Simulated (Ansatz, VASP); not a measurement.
## InAs: VASP beside Ansatz

```
CELL_PARAMETERS angstrom
0.00000 2.87730 2.87730
2.87730 0.00000 2.87730
2.87730 2.87730 0.00000
ATOMIC_POSITIONS crystal
In 0.50000 0.50000 0.50000
As 0.00000 0.00000 0.00000
```

Measurements of this composition are mostly on another form, of space group No. 216.

Alike in both runs: task single point; functional PBE; k mesh 6 × 6 × 6; occupations gaussian, width 0.05 eV; no spin polarisation.

|  | VASP | Ansatz |
| --- | --- | --- |
| version | VASP 6.6.1 | Ansatz 0.2.0 |
| potentials or method | VASP PAW PBE potentials, release 64 (In_d, As) | scalar-relativistic, plane waves, PAW |
| plane-wave cutoff (eV) | 520 | 420 |
| valence electrons in the cell | 18 | 28 |

```tsv
	VASP	Ansatz	Ansatz less VASP
gap on the k mesh at the Fermi level (eV)	none	none	-
pressure (GPa)	0.1	-0.1	-0.15
```

A gap of «none» marks a metal or a gap that the smearing closes. With one functional, cell and mesh, what is left measures potentials, basis and numerics. The two sets of potentials don't hold the same shells in valence.
